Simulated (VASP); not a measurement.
Here is a VASP 6.6.1 calculation.

Contents of INCAR:

```
PREC = Normal ; ENCUT = 520
EDIFF = 1E-4 ; ISMEAR = 0
SIGMA = 0.15 ; LREAL = False
LASPH = True ; NELM = 60
ALGO = Fast ; ISIF = 3
LWAVE = False ; LCHARG = False
GGA = PE ; IBRION = 2
NSW = 24 ; EDIFFG = -0.08
```

Contents of KPOINTS:

```
regular mesh
0
Gamma
  5 5 5
```

Contents of POSCAR:

```
MgSe
1.0
    0.0000000000      2.7500000000      2.7500000000
    2.7500000000      0.0000000000      2.7500000000
    2.7500000000      2.7500000000      0.0000000000
Mg Se
1 1
Direct
    0.0000000000      0.0000000000      0.0000000000
    0.5000000000      0.5000000000      0.5000000000
```

Potentials or basis: VASP PAW PBE potentials, release 64 (Mg, Se).

Run with:

```sh
$ cat potpaw_PBE.64/Mg/POTCAR potpaw_PBE.64/Se/POTCAR > POTCAR
$ mpirun -np 1 vasp_std > vasp.out
```

(1) What does it give for the band gap on the k mesh?

Results:

(1) 2.15 eV, indirect (least direct gap 2.41 eV).

Caveat: the relaxation stopped at its first step, so nothing moved; an odd mesh through Γ misses points on the zone boundary, where band edges often lie.
